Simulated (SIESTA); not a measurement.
# BN in SIESTA: convergence with EnergyShift

Input of the first run (EnergyShift 0.05); the others differ in this setting and in those tied to it:

The input BN.fdf:

```
SystemName                      BN
SystemLabel                     BN
NumberOfSpecies                 2
NumberOfAtoms                   2
%block ChemicalSpeciesLabel
  1   7 N
  2   5 B
%endblock ChemicalSpeciesLabel

LatticeConstant                 1.0 Ang
%block LatticeVectors
     0.0000000000     3.4953158300     2.1660912400
     1.2516321000     0.0000000000     2.1660912400
     1.2516321000     3.4953158300     0.0000000000
%endblock LatticeVectors
AtomicCoordinatesFormat         Fractional
%block AtomicCoordinatesAndAtomicSpecies
     0.6608190000     0.6974220000     0.3268340000  1  N
     0.0070130000     0.0078650000     0.9907430000  2  B
%endblock AtomicCoordinatesAndAtomicSpecies

%block kgrid.MonkhorstPack
   10   0   0  0.0
    0  10   0  0.0
    0   0  10  0.0
%endblock kgrid.MonkhorstPack
XC.Functional                   GGA
XC.Authors                      PBE
PAO.BasisSize                   DZP
PAO.EnergyShift                 0.05 Ry
Mesh.Cutoff                     800 Ry
OccupationFunction              FD
ElectronicTemperature           0.05 eV
MaxSCFIterations                120
SCF.MustConverge                false
SCF.Mixer.Method                Pulay
SCF.Mixer.Weight                0.25
SCF.Mixer.History               8
SCF.DM.Tolerance                5.0e-05
SCF.H.Tolerance                 1.0e-03 eV
WriteForces                     true
Charge.Mulliken                 end
```

Potentials or basis: PseudoDojo 0.4 standard (PBE files), DZP (energy shift 0.05 Ry).

Command:

```sh
$ siesta < BN.fdf > BN.out 2>&1
```

The cell isn't the ideal one: atoms moved at random, drawn with an rms of 0.05 Å.

The cell comes from a database or a generator and needn't be the stable form of this composition.

Hardware: 1 thread of Arm Neoverse V2 (shared host).

```csv
EnergyShift,"energy less the tightest run, at zero smearing (meV/atom)",pressure (GPa),largest force (eV/Å),gap on the mesh (eV),SCF cycles,CPU time (s),peak memory (GiB)
0.05,203.24,-7.14,1.689,3.843,7,12,0.22
0.03,41.14,3.12,1.710,3.772,8,17,0.24
0.02,22.67,5.83,1.698,3.698,8,22,0.27
0.01,18.56,6.16,1.713,3.664,10,41,0.32
0.005,6.46,6.70,1.736,3.670,10,64,0.38
0.003,2.67,7.47,1.744,3.679,10,89,0.43
0.002,1.93,7.71,1.748,3.687,10,120,0.47
0.001,0.00,7.81,1.753,3.698,10,180,0.56
```

Against the tightest run, the pressure stays within 0.1 GPa from 0.002 on; the largest force stays within 0.005 eV/Å from 0.002 on. Not settled before the last step: the energy (to 1 meV/atom), the gap on the mesh (to 0.01 eV). The tightest run that finished is the yardstick and may itself not be fully converged.

Caveat, for the tightest run too: the basis of atomic orbitals isn't converged, which shifts pressures, moduli and gaps.
